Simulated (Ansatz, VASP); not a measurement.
# SiC (Moissanite) in two plane-wave programs

One calculation is typed for both programs; each brings its own data sets and cutoff. How far apart do they land?

Method: plane waves, with VASP 6.6.1 beside it; band structure at LDA, band structure at PBE and band structure at r2SCAN, in Ansatz 0.2.0.

**1. The starting structure**

The structure is hexagonal, space group P6_3mc (No. 186). Conventional cell: a = 3.076 Å, b = 3.076 Å, c = 5.048 Å, α = 90.00°, β = 90.00°, γ = 120.00°. Nearest to Si lie 4 C at 1.87 to 1.94 Å. C has 4 Si at 1.87 to 1.94 Å nearest. Farther neighbours are not listed.

Coordinates:

```cif
data_structure
_symmetry_space_group_name_H-M 'P6_3mc'
_symmetry_Int_Tables_number 186
_cell_length_a 3.0760
_cell_length_b 3.0760
_cell_length_c 5.0480
_cell_angle_alpha 90.000
_cell_angle_beta 90.000
_cell_angle_gamma 120.000
_cell_volume 41.36
loop_
_atom_site_label
_atom_site_type_symbol
_atom_site_symmetry_multiplicity
_atom_site_Wyckoff_symbol
_atom_site_fract_x
_atom_site_fract_y
_atom_site_fract_z
_atom_site_occupancy
Si1 Si 2 b 0.66667 0.33333 0.50000 1
C1 C 2 b 0.66667 0.33333 0.88500 1
```

**2. VASP: band structure, LDA**

Levels along a path test the potential and the projectors away from the mesh points.

Lines of VASP's logs that name or quote its potential files are left out, and so is its time.

INCAR

```
SYSTEM = SiC
PREC = Accurate
ENCUT = 460
EDIFF = 1E-06
NELM = 100
ISMEAR = 0
SIGMA = 0.03
LREAL = .FALSE.
ALGO = Normal
GGA = CA
NBANDS = 22
LORBIT = 11
LWAVE = .FALSE.
LCHARG = .FALSE.
KPAR = 8
LASPH = .TRUE.
```

POSCAR

```
SiC
1.0
    3.0760000000      0.0000000000      0.0000000000
   -1.5380000000      2.6638941420      0.0000000000
    0.0000000000      0.0000000000      5.0480000000
Si C
2 2
Direct
    0.6666666667      0.3333333333      0.5000000000
    0.3333333333      0.6666666667      0.0000000000
    0.6666666667      0.3333333333      0.8850000000
    0.3333333333      0.6666666667      0.3850000000
```

KPOINTS

```
Automatic mesh
0
Gamma
8 8 4
0 0 0
```

KPOINTS_OPT

```
Line mode
10
Line-mode
Reciprocal
  0.00000000   0.00000000   0.00000000 GAMMA
  0.50000000   0.00000000   0.00000000 M

  0.50000000   0.00000000   0.00000000 M
  0.33333333   0.33333333   0.00000000 K

  0.33333333   0.33333333   0.00000000 K
  0.00000000   0.00000000   0.00000000 GAMMA

  0.00000000   0.00000000   0.00000000 GAMMA
  0.00000000   0.00000000   0.50000000 A

  0.00000000   0.00000000   0.50000000 A
  0.50000000   0.00000000   0.50000000 L

  0.50000000   0.00000000   0.50000000 L
  0.33333333   0.33333333   0.50000000 H

  0.33333333   0.33333333   0.50000000 H
  0.00000000   0.00000000   0.50000000 A

  0.50000000   0.00000000   0.50000000 L
  0.50000000   0.00000000   0.00000000 M

  0.33333333   0.33333333   0.00000000 K
  0.33333333   0.33333333   0.50000000 H
```

Potentials, in the order of the species: Si and C (LDA family, release 64).

Started as:

```bash
mpirun -np 8 vasp_std
```

Numbers of over 12 decimals in the logs are rounded to 6 here.

What it wrote:

```text
[banner, memory and clock lines left out]
running    8 mpi-ranks, on    1 nodes
 distrk:  each k-point on    1 cores,    8 groups
 distr:  one band on    1 cores,    1 groups

 POSCAR found type information on POSCAR SiC
 POSCAR found :  2 types and       4 ions
|                                                                             |
|           W    W    AA    RRRRR   N    N  II  N    N   GGGG   !!!           |
|           W    W   A  A   R    R  NN   N  II  NN   N  G    G  !!!           |
|           W    W  A    A  R    R  N N  N  II  N N  N  G       !!!           |
|           W WW W  AAAAAA  RRRRR   N  N N  II  N  N N  G  GGG   !            |
|           WW  WW  A    A  R   R   N   NN  II  N   NN  G    G                |
|           W    W  A    A  R    R  N    N  II  N    N   GGGG   !!!           |
|                                                                             |
|     For optimal performance we recommend to set                             |
|       NCORE = 2 up to number-of-cores-per-socket                            |
|     NCORE specifies how many cores store one orbital (NPAR=cpu/NCORE).      |
|     This setting can greatly improve the performance of VASP for DFT.       |
|     The default, NCORE=1 might be grossly inefficient on modern             |
|     multi-core architectures or massively parallel machines. Do your        |
|     Unfortunately you need to use the default for GW and RPA                |
|     calculations (for HF NCORE is supported but not extensively tested      |
|     yet).                                                                   |
|                                                                             |

 LDA part: xc-table for (Slater(with rela. corr.)+CA(PZ))
 , standard interpolation
 POSCAR, INCAR and KPOINTS ok, starting setup
 FFT: planning ... GRIDC
 FFT: planning ... GRID_SOFT
 FFT: planning ... GRID
 WAVECAR not read
 entering main loop
       N       E                     dE             d eps       ncg     rms          rms(c)
DAV:   1     0.152610661772E+02    0.15261E+02   -0.62737E+03  1320   0.591E+02
DAV:   2    -0.354994736183E+02   -0.50761E+02   -0.47976E+02  1718   0.130E+02
DAV:   3    -0.373291353521E+02   -0.18297E+01   -0.18159E+01  1666   0.206E+01
DAV:   4    -0.373387868966E+02   -0.96515E-02   -0.96502E-02  1548   0.187E+00
DAV:   5    -0.373388487931E+02   -0.61896E-04   -0.61896E-04  1656   0.140E-01    0.129E+01
DAV:   6    -0.333892787998E+02    0.39496E+01   -0.41909E+00  1514   0.119E+01    0.572E+00
DAV:   7    -0.332808169073E+02    0.10846E+00   -0.93349E-01  1672   0.470E+00    0.251E+00
DAV:   8    -0.332397874378E+02    0.41029E-01   -0.39478E-02  1530   0.101E+00    0.618E-01
DAV:   9    -0.332354470179E+02    0.43404E-02   -0.38955E-03  1696   0.383E-01    0.103E-01
DAV:  10    -0.332355027965E+02   -0.55779E-04   -0.54328E-04  1508   0.106E-01    0.642E-02
DAV:  11    -0.332355088898E+02   -0.60932E-05   -0.17221E-05  1598   0.224E-02    0.185E-02
DAV:  12    -0.332355083569E+02    0.53282E-06   -0.29674E-06  1578   0.937E-03
   1 F= -.33235508E+02 E0= -.33235508E+02  d E =-.215856E-14
 Start KPOINTS_OPT (optional k-point list driver)
k-point batch [1-30\90]
       N       E                     dE             ncg
DAV:   1     0.252214191957E+04   -0.10041E+05     1320
DAV:   2     0.112802819281E+04   -0.13941E+04     1720
DAV:   3     0.107573240803E+04   -0.52296E+02     1650
DAV:   4     0.107546340703E+04   -0.26900E+00     1514
DAV:   5     0.107546167137E+04   -0.17357E-02     1656
DAV:   6     0.107546165502E+04   -0.16342E-04     1534
DAV:   7     0.107546165487E+04   -0.15452E-06     1460
[...]
k-point batch [61-90\90]
       N       E                     dE             ncg
DAV:   1     0.240620031074E+04   -0.14645E+05     1320
DAV:   2     0.102230241802E+04   -0.13839E+04     1730
DAV:   3     0.973923551797E+03   -0.48379E+02     1664
DAV:   4     0.973684623295E+03   -0.23893E+00     1574
DAV:   5     0.973683246677E+03   -0.13766E-02     1656
DAV:   6     0.973683234961E+03   -0.11716E-04     1574
DAV:   7     0.973683234859E+03   -0.10172E-06     1410
```

From OUTCAR (step 2):

```text
ion  position               nearest neighbor table
   1  0.667  0.333  0.500-   4 1.87   4 1.87   4 1.87   3 1.94   2 3.09   2 3.09   2 3.09   2 3.09
                             2 3.09   2 3.09
   2  0.333  0.667  0.000-   3 1.87   3 1.87   3 1.87   4 1.94   1 3.09   1 3.09   1 3.09   1 3.09
                             1 3.09   1 3.09
   3  0.667  0.333  0.885-   2 1.87   2 1.87   2 1.87   1 1.94
   4  0.333  0.667  0.385-   1 1.87   1 1.87   1 1.87   2 1.94

  LATTYP: Found a hexagonal cell.
 ALAT       =     3.0760000000
 C/A-ratio  =     1.6410923277

 Subroutine GETGRP returns: Found 12 space group operations
 (whereof  6 operations were pure point group operations)

The static configuration has the point symmetry C_3v.
 The point group associated with its full space group is C_6v.

 Found     30 irreducible k-points:

   k-points           NKPTS =     30   k-points in BZ     NKDIM =     30   number of bands    NBANDS=     22

   dimension x,y,z NGX =    24 NGY =   24 NGZ =   36
   dimension x,y,z NGXF=    48 NGYF=   48 NGZF=   72

   ENCUT  =  460.0 eV  33.81 Ry    5.81 a.u.   5.38  5.38  8.83*2*pi/ulx,y,z

   NELECT =      16.0000    total number of electrons

 k-points in reciprocal lattice and weights: Automatic mesh
   0.00000000  0.00000000  0.00000000       0.004
   0.12500000  0.00000000  0.00000000       0.023
   0.25000000  0.00000000  0.00000000       0.023
   0.37500000 -0.00000000  0.00000000       0.023
   0.50000000  0.00000000  0.00000000       0.012
   0.12500000  0.12500000  0.00000000       0.023
   0.25000000  0.12500000  0.00000000       0.047
   0.37500000  0.12500000  0.00000000       0.047
   0.25000000  0.25000000  0.00000000       0.023
[...]
0.25000000  0.25000000  0.50000000       0.023
   0.37500000  0.25000000  0.50000000       0.023

 average (electrostatic) potential at core
       1 -81.9375       2 -81.9375       3 -49.0069       4 -49.0069

 E-fermi :   8.5070

 k-point     1 :       0.0000    0.0000    0.0000
  band No.  band energies     occupation
    ...
      4       6.8078      2.00000
      5       6.8078      2.00000
      6       8.0875      2.00000
      7       8.0875      2.00000
      8       8.3596      2.00000
      9      12.9462      0.00000
     10      14.3959      0.00000
     11      14.7565      0.00000
     12      14.7565      0.00000
     13      15.8217      0.00000
    ...

 k-point     2 :       0.1250    0.0000    0.0000
  band No.  band energies     occupation
    ...
      4       5.4437      2.00000
      5       6.3789      2.00000
      6       7.1525      2.00000
      7       7.9218      2.00000
      8       8.1616      2.00000
      9      13.3186      0.00000
     10      14.5280      0.00000
     11      14.9436      0.00000
     12      15.3262      0.00000
     13      15.7782      0.00000
    ...

 k-point     3 :       0.2500    0.0000    0.0000
  band No.  band energies     occupation
    ...
      4       3.0259      2.00000
      5       5.1782      2.00000
      6       5.6102      2.00000
      7       7.4297      2.00000
      8       7.4676      2.00000
      9      12.1487      0.00000
     10      13.9907      0.00000
     11      15.3025      0.00000
     12      15.9597      0.00000
     13      16.2148      0.00000
    ...

  Total       -0.5809182     -0.5809182     -1.6870309      0.0000000      0.0000000      0.0000000
  in kB      -22.5010559    -22.5010559    -65.3447910      0.0000000      0.0000000      0.0000000
  external PRESSURE =     -36.7823010 kB  Pullay stress =       0.0000000 kB

  energy-cutoff  :      460.00
  volume of cell :       41.36
      direct lattice vectors                 reciprocal lattice vectors
     3.076000000  0.000000000  0.000000000     0.325097529  0.187695146  0.000000000
    -1.538000000  2.663894142  0.000000000     0.000000000  0.375390292  0.000000000
     0.000000000  0.000000000  5.048000000     0.000000000  0.000000000  0.198098257

 POSITION                                       TOTAL-FORCE (eV/Angst)
 -----------------------------------------------------------------------------------
      1.53800      0.88796      2.52400        -0.000000      0.000000      0.732531
     -0.00000      1.77593      0.00000         0.000000      0.000000      0.732531
      1.53800      0.88796      4.46748         0.000000     -0.000000     -0.732531
     -0.00000      1.77593      1.94348        -0.000000      0.000000     -0.732531
 -----------------------------------------------------------------------------------
    total drift:                                0.000000      0.000000      0.000148

  FREE ENERGIE OF THE ION-ELECTRON SYSTEM (eV)
  ---------------------------------------------------
  free  energy   TOTEN  =       -33.2355083569 eV

  energy  without entropy=      -33.2355083569  energy(sigma->0) =      -33.23550836

 total charge
# of ion       s       p       d       tot
------------------------------------------
    1        0.714   0.978   0.000   1.692
    2        0.714   0.978   0.000   1.692
    3        0.831   1.714   0.000   2.545
    4        0.831   1.714   0.000   2.545
--------------------------------------------------
tot          3.090   5.384   0.000   8.474

[... 3 further parts left out ...]
```

The run ends at a pressure of -3.68 GPa, with forces up to 0.73 eV/Å.

**3. Ansatz: band structure, LDA**

Ansatz runs on its default PAW (the set named soft_2) files.

The same cell, functional (in two slightly different forms), mesh and smearing now go to Ansatz, which takes its cutoff from its data sets.

input.yaml

```yaml
crystal:
  lattice:
    - [3.076, 0.0, 0.0]
    - [-1.538, 2.663894142, 0.0]
    - [0.0, 0.0, 5.048]
  atoms:
    - { symbol: Si, position: [0.6666666667, 0.3333333333, 0.5] }
    - { symbol: Si, position: [0.3333333333, 0.6666666667, 0.0] }
    - { symbol: C, position: [0.6666666667, 0.3333333333, 0.885] }
    - { symbol: C, position: [0.3333333333, 0.6666666667, 0.385] }
hamiltonian:
  xc: lda
  pseudopotentials: { kind: paw }
kpoints:
  mp_grid: { grid: [8, 8, 4] }
  band_path:
    path:
      - [0.0, 0.0, 0.0]
      - [0.16667, 0.0, 0.0]
      - [0.33333, 0.0, 0.0]
      - [0.5, 0.0, 0.0]
      - [0.46296, 0.07407, 0.0]
      - [0.40741, 0.18519, 0.0]
      - [0.35185, 0.2963, 0.0]
      - [0.33333, 0.33333, 0.0]
      - [0.2963, 0.2963, 0.0]
      - [0.18519, 0.18519, 0.0]
      - [0.07407, 0.07407, 0.0]
      - [0.0, 0.0, 0.0]
      - [0.0, 0.0, 0.16667]
      - [0.0, 0.0, 0.33333]
      - [0.0, 0.0, 0.5]
      - [0.11111, 0.0, 0.5]
      - [0.33333, 0.0, 0.5]
      - [0.5, 0.0, 0.5]
      - [0.46296, 0.07407, 0.5]
      - [0.40741, 0.18519, 0.5]
      - [0.35185, 0.2963, 0.5]
      - [0.2963, 0.2963, 0.5]
      - [0.18519, 0.18519, 0.5]
      - [0.07407, 0.07407, 0.5]
      - [0.5, 0.0, 0.5]
      - [0.5, 0.0, 0.33333]
      - [0.5, 0.0, 0.16667]
      - [0.5, 0.0, 0.0]
      - [0.33333, 0.33333, 0.11111]
      - [0.33333, 0.33333, 0.27778]
      - [0.33333, 0.33333, 0.5]
    npoints: 1
scf:
  occupations: { method: gaussian, width: 0.03 }
  n_extra_bands: 8
output:
  forces: true
  stress: true
  eigenvalues: true
```

Started as:

```bash
ansatz run input.yaml --threads 2 --pin off --max-ram 4608MiB --backend cpu --events-out ev --progress --plain --runs-dir out
```

What it wrote:

```text
scf.n_extra_bands = 8 over 8 filled bands (N_el = 16.0): the run solves 16 bands
Engine: ansatz 0.2.0, aarch64-unknown-linux-gnu
Pseudopotentials: kind: paw
Pseudopotential: Si, paw, valence charge 4, recommended cutoff 420 eV (normal), Si.paw.azcp
Pseudopotential: C, paw, valence charge 4, recommended cutoff 420 eV (normal), C.paw.azcp
Functional definition: SPW92
  exchange = slater_x
  correlation = pw_c
Crystal: 4 atoms, lattice volume = 41.364 Å³
Basis set: ecut = 420 eV, 785 PW (Γ)
Bands: 16, of which v1, the nominal top of the filled ones, is band 8 counted from 1 (7 counted from 0)
Symmetry: 12 space group operations
Space group: P63mc (ITA 186), of the structure as read, at distance tolerance 3.5e-5 Å
k-points: 30 of 256 (time reversal used)
Non-local potential: Si, projectors of the file, l = 0: 2, l = 1: 2, l = 2: 2
Non-local potential: C, projectors of the file, l = 0: 2, l = 1: 2, l = 2: 1
PAW form: soft (Blöchl's): semilocal exchange-correlation on the pseudo side does not see the compensation charge
PAW frozen core: Si, regenerated for the run's functional, and the local potential with it (the file was generated under x = pbe(κ = 0.804, μ = 0.219515), c = pbe(β = 0.066725))
PAW frozen core: C, regenerated for the run's functional, and the local potential with it (the file was generated under x = pbe(κ = 0.804, μ = 0.219515), c = pbe(β = 0.066725))
PAW one-centre angular grid: Si, 110 points (default); XC on 64 Gauss nodes
PAW one-centre angular grid: C, 110 points (default); XC on 64 Gauss nodes
Initial density: superposition of atomic densities (neutral atoms: chi_scale 0, normalization atom), corrected by the library's trained network
Initial wavefunctions: pseudopotential atomic-orbital guess
Functional: x = slater, c = lda
SCF iter   1: F=—  HF=-1704.354105 eV  |F-HF|=—  |Δ(HF+E_count)|=         —  Δρ=7.70e-3  dr2=2.61e-2  ethr=1.77e-3  ⟨swp⟩=5.5  Hψ=2888  notcnv=0
preconditioner: auto → none  [insulator: Δε(μ)=2.388 eV  Ē_g=13.873 eV  σ=0.030 eV  W_gap=1.00  n_scr=2 (ndim 8)  ℏωp=23.1 eV  f_vac=0.000  D(μ)=0.00/eV (n_scr^D=0)  ε∞_Penn≈3.8]
SCF iter   2: F=—  HF=-1704.347100 eV  |F-HF|=—  |Δ(HF+E_count)|=   7.00e-3  Δρ=2.85e-3  dr2=2.59e-3  ethr=1.63e-4  ⟨swp⟩=1.8  Hψ=776  notcnv=0  defer=73
SCF iter   3: F=—  HF=-1704.346289 eV  |F-HF|=—  |Δ(HF+E_count)|=   8.11e-4  Δρ=4.73e-4  dr2=4.83e-5  ethr=1.62e-5  ⟨swp⟩=2.0  Hψ=618  notcnv=0  defer=82
SCF iter   4: F=—  HF=-1704.346276 eV  |F-HF|=—  |Δ(HF+E_count)|=   1.27e-5  Δρ=3.12e-5  dr2=3.68e-7  ethr=3.02e-7  ⟨swp⟩=2.0  Hψ=610  notcnv=0  defer=82
iter 5 did not close the SCF: its close was put off for the readings that it lacked (scf_convergence_deferred on its scf_iter line)
SCF iter   5: F=-1704.346276 eV  HF=-1704.346276 eV  |F-HF|=1.65e-10  |Δ(HF+E_count)|=   7.86e-8  Δρ=3.13e-6  dr2=2.05e-9  ethr=2.30e-9  ⟨swp⟩=2.0  Hψ=612  notcnv=0  defer=82
SCF iter   6: F=-1704.346276 eV  HF=-1704.346276 eV  |F-HF|=3.75e-11  |Δ(HF+E_count)|=  5.28e-10  Δρ=3.28e-7  dr2=4.92e-11  ethr=1.28e-11  ⟨swp⟩=5.1  Hψ=1985  notcnv=0
SCF 1 converged in 6 iterations: F = -1704.346276 eV  dr2 = 4.92e-11
  greatest PAW one-centre occupation: 0.638 electrons in one spin orbital (limit 2), on the C atom at site 3 (counted from 0), in its partial waves of l = 0
NSCF: frozen V_eff on 31 k-points
SCF converged after 6 iterations
Free energy (F): -1704.346276 eV
Harris-Foulkes:  -1704.346276 eV  (|F-HF|=3.75e-11)
Internal energy: -1704.346276 eV  (E = F + TS)
E sigma→0 (E₀):  -1704.346276 eV
Fermi energy:    10.777790 eV
--- Per-component energies (eV) ---
  E_band       = 54.163904
  E_kinetic    = 271.718602
  E_local      = -214.742146  (includes V_loc(G=0)·N_el)
  E_nonlocal   = 107.822431
  E_hartree    = 64.616446
  E_xc         = -209.535179
  E_vxc        = -218.897361  (∫ρ·V_xc dr)
  E_paw        = -1155.949903  (= ΣΔE_a)
  E_vpaw       = -20.970632  (= ΣTr[D̂ρ^β])
  E_aug_tail   = 0.000030  (compensation charges beyond the density's cutoff)
  E_ewald      = -568.570884
  E_core_change = 0.294326  (= ΣΔE_core)
  E_smearing   = -0.000000  (= −TS)
  E_closure    = 0.000000  (closes the sum)
  Σ components = -1704.346276   (vs F -1704.346276, Δ=0.00e0)
--- Forces (eV/Å), atoms counted from 1 ---
  atom   1  Si    -0.00000000     0.00000000     0.73044089
  atom   2  Si     0.00000000    -0.00000000     0.73044089
  atom   3  C     -0.00000000     0.00000000    -0.73045474
  atom   4  C     -0.00000000    -0.00000000    -0.73045474
  max |Σ_I F_I| component: 2.77e-5 eV/Å
--- Stress (GPa, compression-positive) ---
       -2.561082      -0.000000       0.000000
        0.000000      -2.561082       0.000000
        0.000000       0.000000      -6.828332
  P = ⅓ Tr σ = -3.9835 GPa (-39.835 kbar)
--- Band table (eV; the first three rows and the last of 30) ---
  k-point 0: bands = [... 4 lower, 7.9902, 9.2689, 9.2689, 9.5428, 14.1195, 15.5629, 15.9474, 15.9474, ... 4 higher]
  k-point 1: bands = [... 4 lower, 8.1540, 8.1540, 9.0547, 9.0547, 14.3949, 16.0699, 16.0699, 16.3053, ... 4 higher]
  k-point 2: bands = [... 4 lower, 8.5790, 8.5790, 8.5790, 8.5790, 15.1865, 15.1865, 16.6183, 16.6183, ... 4 higher]
  k-point 29: bands = [... 4 lower, 4.0709, 4.0709, 7.7300, 7.7300, 14.0673, 14.0673, 15.6924, 15.6924, ... 4 higher]
```

The job ended after 1.3 s (2 threads of Arm Neoverse V2, shared host; peak memory 0.29 GiB).

**4. Comparison**

Known differences besides the potentials themselves: the two LDA forms differ slightly; the cutoff is 420 eV in Ansatz and 460 eV in VASP; VASP's log shows a relativistic correction to its local exchange, Ansatz's none. Total energies have different zeros and are not compared.

The two programs side by side:

```csv
quantity,Ansatz,VASP,difference
pressure (GPa),-3.98,-3.68,-0.31
pressure without Ansatz's Pulay correction (GPa),-4.38,-3.68,-0.70
gap over the path points (eV),2.212,2.199,+0.013
```

Forces (eV/Å; atoms numbered as in POSCAR):

```
atom        Ansatz x, y, z          VASP x, y, z
 Si1   0.000, 0.000, 0.730   0.000, 0.000, 0.733
 Si2   0.000, 0.000, 0.730   0.000, 0.000, 0.733
  C3  0.000, 0.000, -0.730  0.000, 0.000, -0.733
  C4  0.000, 0.000, -0.730  0.000, 0.000, -0.733
```

Levels at points of the path, from each program's valence-band top (eV; 4 filled, then empty):

```csv
k (reciprocal lattice),Ansatz,VASP
0.000 0.000 0.000,-1.55 -0.27 -0.27 0.00 4.58 6.02 6.41,-1.55 -0.27 -0.27 0.00 4.59 6.04 6.40
0.167 0.000 0.000,-2.23 -1.81 -0.57 -0.37 4.62 6.46 6.89,-2.23 -1.81 -0.57 -0.37 4.62 6.47 6.89
0.333 0.000 0.000,-4.59 -3.18 -1.78 -1.20 3.10 4.75 6.94,-4.59 -3.17 -1.78 -1.20 3.10 4.75 6.95
0.500 0.000 0.000,-5.44 -3.54 -3.28 -1.49 2.50 4.12 6.66,-5.44 -3.54 -3.29 -1.48 2.49 4.12 6.67
0.463 0.074 0.000,-5.39 -3.96 -3.29 -1.82 3.08 3.94 6.70,-5.39 -3.96 -3.29 -1.82 3.07 3.93 6.71
0.407 0.185 0.000,-5.65 -4.81 -3.39 -3.05 2.98 5.28 7.57,-5.65 -4.81 -3.39 -3.05 2.97 5.27 7.56
0.352 0.296 0.000,-6.31 -4.30 -4.05 -3.80 2.26 7.59 8.33,-6.30 -4.30 -4.05 -3.81 2.25 7.59 8.33
0.333 0.333 0.000,-6.48 -4.13 -4.05 -4.05 2.21 7.85 8.54,-6.47 -4.13 -4.05 -4.05 2.20 7.84 8.54
0.296 0.296 0.000,-5.89 -4.66 -3.90 -3.46 2.41 7.37 8.12,-5.88 -4.66 -3.90 -3.46 2.39 7.37 8.12
0.185 0.185 0.000,-4.81 -3.48 -2.06 -1.47 4.58 5.67 6.84,-4.81 -3.48 -2.06 -1.47 4.57 5.67 6.85
```

The forces differ by 1.2 meV/Å r.m.s., which is 0.3 % of the r.m.s. force of 0.42 eV/Å (both taken over all components). Among the levels compared at these points, filled levels agree within 9 meV and empty ones within 17 meV. Ansatz's pressure holds a Pulay correction of 0.39 GPa; VASP's holds none.

(Continued in part 2 of 2.)

[Lines on the potential files, build, host, timing and source positions are cut from VASP's logs without a mark.]

[Logs are printed without paths, hosts, clocks, repeated set-up lines and the standing remarks that a program may print on its own settings, such as how far it seeks lower states.]

[Hosts, paths, dates, database ids (printed as entryN), source tags and the programs' standing remarks are cut or masked in the printed files.]
